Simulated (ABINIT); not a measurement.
Crystal: AgCl (Chlorargyrite).

```
Ag Cl
1.0
     0.00000    2.73500    2.73500
     2.73500    0.00000    2.73500
     2.73500    2.73500    0.00000
Ag Cl
1 1
Direct
  0.00000 0.00000 0.00000
  0.50000 0.50000 0.50000
```

Base run:

| Item | Value |
| --- | --- |
| Program | ABINIT 10.8.3 (patched build) |
| Functional | PBE0 |
| Potentials or basis | SPMS NC PBE v1.0 |
| Cutoff | 599 eV |
| k mesh | 6 × 6 × 6 |
| Occupations | fermi-dirac, width 0.05 eV |
| Spin | no spin polarisation |

Its results: band gap on the k mesh 3.94 eV, indirect (least direct gap 6.43 eV).

After a change of settings the same cell gave: band gap on the k mesh 5.30 eV, indirect (least direct gap 7.78 eV). Which change was it?
A. share of exact exchange from 0.35 to 0.5
B. share of exact exchange from 0.35 to 0.15
C. share of exact exchange from 0.35 to 0.25
D. share of exact exchange from 0.35 to 0.05

A.

Caveats: exact exchange is summed on a coarse mesh, which widens gaps by tenths of an eV.
